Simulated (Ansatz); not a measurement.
# Cu2O (Pn-3m): all-electron equation of state, by script

Where is the equilibrium volume of Cu2O (Pn-3m) with all electrons, and how stiff is it? A script is to give an all-electron equation of state; the system is Cu2O (Pn-3m).

The COD entry's cell or inner coordinates are ideal or old and differ from later refinements, so a difference from it is no clean test against experiment.

All numbers are computed with Ansatz 0.2.0 through its Python package. Level of theory: DFT PBE, all-electron LAPW.

**1. The system**

Symmetry: Pn-3m, No. 224, cubic system. Conventional cell: a = 4.260 Å, b = 4.260 Å, c = 4.260 Å, α = 90.00°, β = 90.00°, γ = 90.00°. Cu (site symmetry -3m) is surrounded by 2 O at 1.84 Å. O (site symmetry -43m) is surrounded by 4 Cu at 1.84 Å.

The script holds or builds the structure itself.

**2. The code**

Contents of eos_lapw.py:

```python
'''E(V) of Cu2O on LAPW.'''

import ansatz
from ase.eos import EquationOfState
from ase.units import GPa
import numpy as np

MAX_SCF = 150
MESH = (5, 5, 5)

vectors0 = np.array([
    [4.26, 0.0, 0.0],
    [0.0, 4.26, 0.0],
    [0.0, 0.0, 4.26],
])
sites = [
    ('Cu', (0.25, 0.25, 0.25)),
    ('Cu', (0.25, 0.75, 0.75)),
    ('Cu', (0.75, 0.75, 0.25)),
    ('Cu', (0.75, 0.25, 0.75)),
    ('O', (0.0, 0.0, 0.0)),
    ('O', (0.5, 0.5, 0.5)),
]


def crystal_on(cell):
    crystal = ansatz.Crystal(lattice=ansatz.Lattice.of(cell))
    for symbol, position in sites:
        crystal = crystal.atom(symbol, position)
    return crystal


def main() -> None:
    volumes, energies = [], []
    for scale in np.linspace(0.94, 1.06, 7):
        cell = vectors0 * scale ** (1 / 3)
        setup = (
            crystal_on(cell).calculation()
            .scf(max_iterations=MAX_SCF, lower_state_search='light')
            .functional(ansatz.Functional.PBE)
            .occupations(ansatz.OccupationsMethod.FIXED)
            .kpoints(*MESH)
            .pseudopotentials('all_electron', lapw=True, basis_error=0.001)
        )
        r = setup.run().report
        volumes.append(abs(np.linalg.det(cell)) / len(sites))
        energies.append(r['free_energy_ev'] / len(sites))
        print(f'{scale:.3f} {volumes[-1]:9.4f} A^3/atom {energies[-1]:16.5f} eV/atom  (estimated basis error {1000 * r["lapw_basis_errors"]["total_ev_per_atom"]:.2f} meV/atom)')
    v0, e0, bulk = EquationOfState(volumes, energies, eos='birchmurnaghan').fit()
    print(f'V0 = {v0:.4f} A^3/atom, B0 = {bulk / GPa:.1f} GPa')


if __name__ == '__main__':
    main()
```

**3. The input behind the calls**

The package turns the script's settings into the engine's input (first run):

```yaml
crystal:
  lattice:
    - [4.1730368231282915, 0.0, 0.0]
    - [0.0, 4.1730368231282915, 0.0]
    - [0.0, 0.0, 4.1730368231282915]
  atoms:
    - { symbol: Cu, position: [0.25, 0.25, 0.25] }
    - { symbol: Cu, position: [0.25, 0.75, 0.75] }
    - { symbol: Cu, position: [0.75, 0.75, 0.25] }
    - { symbol: Cu, position: [0.75, 0.25, 0.75] }
    - { symbol: O, position: [0.0, 0.0, 0.0] }
    - { symbol: O, position: [0.5, 0.5, 0.5] }
kpoints:
  mp_grid:
    grid: [5, 5, 5]
hamiltonian:
  xc: pbe
  pseudopotentials:
    kind: all_electron
    lapw:
      basis_error: 0.001
scf:
  max_iter: 150
  lower_state_search: light
  occupations:
    method: fixed
```

**4. The run**

Run with:

```bash
$ python eos_lapw.py
```

The program printed:

```text
0.940   12.1117 A^3/atom     -30705.18536 eV/atom  (estimated basis error 0.48 meV/atom)
0.960   12.3694 A^3/atom     -30705.20242 eV/atom  (estimated basis error 0.48 meV/atom)
0.980   12.6271 A^3/atom     -30705.21435 eV/atom  (estimated basis error 0.48 meV/atom)
1.000   12.8848 A^3/atom     -30705.22168 eV/atom  (estimated basis error 0.48 meV/atom)
1.020   13.1425 A^3/atom     -30705.22495 eV/atom  (estimated basis error 0.49 meV/atom)
1.040   13.4002 A^3/atom     -30705.22452 eV/atom  (estimated basis error 0.49 meV/atom)
1.060   13.6579 A^3/atom     -30705.22081 eV/atom  (estimated basis error 0.49 meV/atom)
V0 = 13.2392 A^3/atom, B0 = 112.2 GPa
```

Run time: 4.2 min. Hardware: 1 thread of Arm Neoverse V1, shared host; peak memory 0.53 GiB.

**5. Inputs of later runs**

The engine's inputs for some of the other runs:

Run 2, against run 1:

```diff
@@ -3,3 +3,3 @@
-    - [4.1730368231282915, 0.0, 0.0]
-    - [0.0, 4.1730368231282915, 0.0]
-    - [0.0, 0.0, 4.1730368231282915]
+    - [4.2024253746591205, 0.0, 0.0]
+    - [0.0, 4.2024253746591205, 0.0]
+    - [0.0, 0.0, 4.2024253746591205]
```

Run 4, against run 1:

```diff
@@ -3,3 +3,3 @@
-    - [4.1730368231282915, 0.0, 0.0]
-    - [0.0, 4.1730368231282915, 0.0]
-    - [0.0, 0.0, 4.1730368231282915]
+    - [4.26, 0.0, 0.0]
+    - [0.0, 4.26, 0.0]
+    - [0.0, 0.0, 4.26]
```

Run 7, against run 1:

```diff
@@ -3,3 +3,3 @@
-    - [4.1730368231282915, 0.0, 0.0]
-    - [0.0, 4.1730368231282915, 0.0]
-    - [0.0, 0.0, 4.1730368231282915]
+    - [4.343550623518642, 0.0, 0.0]
+    - [0.0, 4.343550623518642, 0.0]
+    - [0.0, 0.0, 4.343550623518642]
```

**6. Run by run**

One row for each of the 7 runs:

```csv
run,volume (Å³/atom),energy from run 5 (meV/atom),gap on the mesh (eV),SCF cycles,CPU time (s)
1,12.112,39.59,0.69,11,36
2,12.369,22.52,0.63,11,37
3,12.627,10.59,0.58,11,37
4,12.885,3.26,0.54,11,36
5,13.142,0.00,0.49,11,35
6,13.400,0.43,0.45,11,34
7,13.658,4.13,0.42,11,35
```

**7. Outcome**

| quantity | value |
| --- | --- |
| runs compared | 7 |
| range of energy | 39.59 meV/atom |
| lowest point, volume (Å³/atom) | 13.142 |
| equilibrium volume (fit) | 13.24 Å³/atom |
| bulk modulus (fit) | 112 GPa |

A third-order Birch-Murnaghan fit through the 7 points has its minimum at 13.24 Å³ an atom, 2.7 % above the typed cell, with a bulk modulus of 112 GPa and dB/dP = 4.7. From that minimum the energy rises by 39.8 meV an atom on the compressed side and 4.4 meV on the expanded side. What to keep in mind:
- No spin polarisation was allowed.
- Shape and fractional positions are held along the curve, so the bulk modulus is an upper value where they are free to relax.
- Of the deposited cell: the entry's cell lengths or inner coordinates differ somewhat from later room-temperature determinations.
- Without a Hubbard U or exact exchange, semilocal functionals often make such 3d compounds metallic or too weakly gapped.
